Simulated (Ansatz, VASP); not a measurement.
ZrB2: VASP beside Ansatz

Contents of INCAR:

```
SYSTEM = ZrB2
ALGO = Normal ; EDIFF = 1E-6
ENCUT = 520 ; ISIF = 2
ISMEAR = -1 ; LASPH = .True.
LCHARG = .False. ; LREAL = .False.
LWAVE = .False. ; NBANDS = 16
NELM = 60 ; PREC = Accurate
SIGMA = 0.05
```

File KPOINTS:

```
k-points
0
Gamma
  12 12 9
  0 0 0
```

Contents of POSCAR:

```
ZrB2
1.0
    3.1649998255      0.0000000000      0.0000000000
   -1.5824999128      2.7409702519      0.0000000000
    0.0000000000      0.0000000000      3.4144000000
Zr B
1 2
Direct
    0.0000000000      0.0000000000      0.0000000000
    0.3333333333      0.6666666667      0.5000000000
    0.6666666667      0.3333333333      0.5000000000
```

Input for Ansatz:

```yaml
crystal:
  lattice:
    - [3.1649998255, 0.0, 0.0]
    - [-1.5824999128, 2.7409702519, 0.0]
    - [0.0, 0.0, 3.4144]
  atoms:
    - { symbol: Zr, position: [0.0, 0.0, 0.0] }
    - { symbol: B, position: [0.3333333333, 0.6666666667, 0.5] }
    - { symbol: B, position: [0.6666666667, 0.3333333333, 0.5] }
kpoints:
  mp_grid: { grid: [12, 12, 9] }
  band_path:
    path:
      - [0.0, 0.0, 0.0]
      - [0.5, 0.0, 0.0]
      - [0.3333333333, 0.3333333333, 0.0]
      - [0.0, 0.0, 0.0]
      - [0.0, 0.0, 0.5]
      - [0.5, 0.0, 0.5]
      - [0.3333333333, 0.3333333333, 0.5]
      - [0.0, 0.0, 0.5]
      - [0.5, 0.0, 0.5]
    npoints: 5
scf:
  occupations: { method: fermi_dirac, width: 0.05 }
hamiltonian:
  xc: lda
  pseudopotentials: { kind: all_electron, lapw: { basis_error: 0.001 } }
output:
  forces: true
  stress: true
  eigenvalues: true
```

Change from the starting cell: zz strain of -3 %.

Alike in both runs: task single point; functional LDA; k mesh 12 × 12 × 9; occupations fermi-dirac, width 0.05 eV; no spin polarisation.

```csv
,VASP,Ansatz
version,VASP 6.6.1,Ansatz 0.2.0
potentials or method,"VASP PAW LDA potentials, release 64 (Zr_sv, B)","all-electron LAPW, scalar-relativistic"
plane-wave cutoff (eV),520,see its input
```

Ansatz gave:

```
pressure (GPa)                                  : 0.0
largest component of the traceless stress (GPa) : 7.73
```

Which values does VASP return?

Pressure (GPa): 0.5; largest component of the traceless stress (GPa): 7.73.

Ansatz ran all-electron here, so the differences hold the error of VASP's frozen core and of both bases.
